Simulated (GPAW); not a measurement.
Ta in GPAW: convergence with k mesh

Input of the first run (k mesh 3 × 3 × 3); the others differ in this setting and in those tied to it:

The input run.py:

```python
from ase.dft.bandgap import bandgap
from ase.io import read, write
from ase.units import GPa
from gpaw import GPAW, PW, setup_paths

setup_paths.insert(0, '.')

atoms = read('Ta.xyz')

calc = GPAW(mode=PW(600),
            xc='PBEsol',
            kpts={'size': (3, 3, 3), 'gamma': True},
            occupations={'name': 'fermi-dirac', 'width': 0.05},
            nbands=15,
            convergence={'density': 1e-05, 'energy': 1e-05},
            maxiter=100,
            txt='gpaw.txt')
atoms.calc = calc
energy = atoms.get_potential_energy()
forces = atoms.get_forces()
stress = atoms.get_stress()
calc.write('gs.gpw')
write('result.traj', atoms)
print(f'Energy: {energy:.6f} eV')
print('Forces (eV/A):')
print(forces.round(4))
print('Stress (GPa):', (stress / GPa).round(3))
print('Fermi level:', round(calc.get_fermi_level(), 4), 'eV')
print(f'Gap: {bandgap(calc)[0]:.4f} eV, direct: {bandgap(calc, direct=True)[0]:.4f} eV')
```

File Ta.xyz:

```xyz
1
Lattice="-1.6512800000 1.6512800000 1.6512800000 1.6512800000 -1.6512800000 1.6512800000 1.6512800000 1.6512800000 -1.6512800000" Properties=species:S:1:pos:R:3 pbc="T T T"
Ta     0.0000000000      0.0000000000      0.0000000000
```

Potentials or basis: PAW data sets generated in the run's folder for this functional, pw.

Run with:

```console
$ gpaw-setup -f PBEsol Ta
$ OMP_NUM_THREADS=1 python run.py
```

Hardware: 1 thread of Arm Neoverse V1 (shared host).

```csv
k mesh,"energy less the tightest run, at zero smearing (meV/atom)",pressure (GPa),SCF cycles,CPU time (s),peak memory (GiB)
3 × 3 × 3,-166.28,-4.15,8,6.8,0.12
4 × 4 × 4,-92.14,-3.38,8,7.7,0.12
5 × 5 × 5,78.14,-0.96,8,8.1,0.13
6 × 6 × 6,84.33,-1.50,9,9.5,0.13
7 × 7 × 7,-27.87,-2.82,8,11,0.13
9 × 9 × 9,19.75,-3.52,8,14,0.13
10 × 10 × 10,2.47,-2.04,8,15,0.13
12 × 12 × 12,6.22,-4.33,8,21,0.14
15 × 15 × 15,0.00,-3.76,8,31,0.15
```

Not settled before the last step: the energy (to 1 meV/atom), the pressure (to 0.1 GPa). Meshes of other sizes hit other points, so gaps and Fermi surfaces needn't settle smoothly. The tightest run that finished is the yardstick and may itself not be fully converged.

Spin-orbit coupling is left out, which matters for the levels of Ta.
